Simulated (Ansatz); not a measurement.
**MgSi in Ansatz: the effect of functional**

The system is MgSi.

```
CELL_PARAMETERS angstrom
2.88887 0.00000 0.00000
0.00000 2.88887 0.00000
0.00000 0.00000 4.07589
ATOMIC_POSITIONS crystal
Si 0.50000 0.50000 0.50000
Mg 0.00000 0.00000 0.00000
```

The cell comes from a database or a generator and needn't be the stable form of this composition.

The cell isn't the ideal one: volume scaled by 0.98.

Alike in all runs:

```yaml
Program: Ansatz 0.2.0
Task: single point
Potentials_or_basis: Ansatz PAW
k_mesh: 9 × 9 × 7
Occupations: fermi-dirac, width 0.05 eV
Spin: no spin polarisation
```

```tsv
functional	cutoff	pressure (GPa)
LDA	420 eV (not typed: the program's choice for these potentials)	?
PBEsol	420 eV (not typed: the program's choice for these potentials)	-0.2
r2SCAN	500 eV (not typed: the program's choice for these potentials)	0.1
```

Task: What does the run with functional LDA give?

Result: Pressure -2.0 GPa.

Caveats: the PAW data sets come from PBE, with cores solved anew for the run's functional, which leaves a small shift of forces and pressure.

Runs at the PBE level aren't shown here.
